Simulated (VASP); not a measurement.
A run of VASP 6.6.1 is set up as follows.

Contents of INCAR:

```
SYSTEM = SnSe
PREC     = Accurate       ! precision mode
ENCUT    = 520            ! plane-wave cutoff, eV
EDIFF    = 1E-6           ! SCF threshold, eV
ISMEAR   = 0              ! smearing method
SIGMA    = 0.05           ! smearing width, eV
LREAL    = .FALSE.        ! projectors in reciprocal space
LASPH    = .TRUE.         ! aspherical terms in the spheres
NELM     = 100            ! most SCF steps
ALGO     = Normal         ! electronic algorithm
ISIF     = 2              ! what is computed and relaxed
LWAVE    = .FALSE.        ! write WAVECAR
LCHARG   = .FALSE.        ! write CHGCAR
GGA      = CA             ! functional
NBANDS   = 17             ! bands
```

File KPOINTS:

```
Automatic mesh
0
G
  8 8 8
  0 0 0
```

The input POSCAR:

```
SnSe
1.0
    0.0000000000      3.0100000000      3.0100000000
    3.0100000000      0.0000000000      3.0100000000
    3.0100000000      3.0100000000      0.0000000000
Sn Se
1 1
Direct
   -0.0058729799      0.0000000000      0.0000000000
    0.5000000000      0.5000000000      0.5000000000
```

Potentials or basis: VASP PAW LDA potentials, release 64 (Sn_d, Se).

Command:

```sh
$ cat potpaw_LDA.64/Sn_d/POTCAR potpaw_LDA.64/Se/POTCAR > POTCAR
$ mpirun -np 1 vasp_std > vasp.out
```

Question: What does it give for the band gap on the k mesh?

Answer: 0.63 eV, direct.

Question: What does it give for the pressure?

Answer: -3.3 GPa.

Forces on the atoms (eV/Å):
```
Sn   0.000 -0.004 -0.004
Se   0.000  0.004  0.004
```

Caveat: spin-orbit coupling is left out, which moves the levels of the heavy elements. A k mesh can miss the band edges.
